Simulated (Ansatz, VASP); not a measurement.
SrO (dq5): VASP beside Ansatz

```
Sr O
1.0
     0.00000    2.58066    2.58066
     2.58066    0.00000    2.58066
     2.58066    2.58066    0.00000
Sr O
1 1
Direct
  0.00000 0.00000 0.00000
  0.50000 0.50000 0.50000
```

Alike in both runs: task relaxation of cell and atoms; functional LDA; k mesh 6 × 6 × 6; occupations gaussian, width 0.02 eV; no spin polarisation.

```csv
,VASP,Ansatz
version,VASP 6.6.1,Ansatz 0.2.0
potentials or method,"VASP PAW LDA potentials, release 64 (Sr_sv, O)","scalar-relativistic, plane waves, PAW"
plane-wave cutoff (eV),600,420
valence electrons in the cell,16,16
```

```tsv
	VASP	Ansatz	Ansatz less VASP
gap on the k mesh at the Fermi level, each at its own relaxed structure (eV)	3.07	3.12	+0.056
relaxed volume (Å³/atom)	16.34	16.24	-0.103
relaxed cell length with the largest relative difference (Å)	3.589	3.581	-0.0076
energy change over the relaxation (meV/atom)	-13	-16	-3.2
```

Ansatz warned: «pseudo_functional_mismatch».

A k mesh can miss the band edges. Zero-point motion and thermal expansion aren't in these numbers. LDA usually gives volumes a few per cent too small.
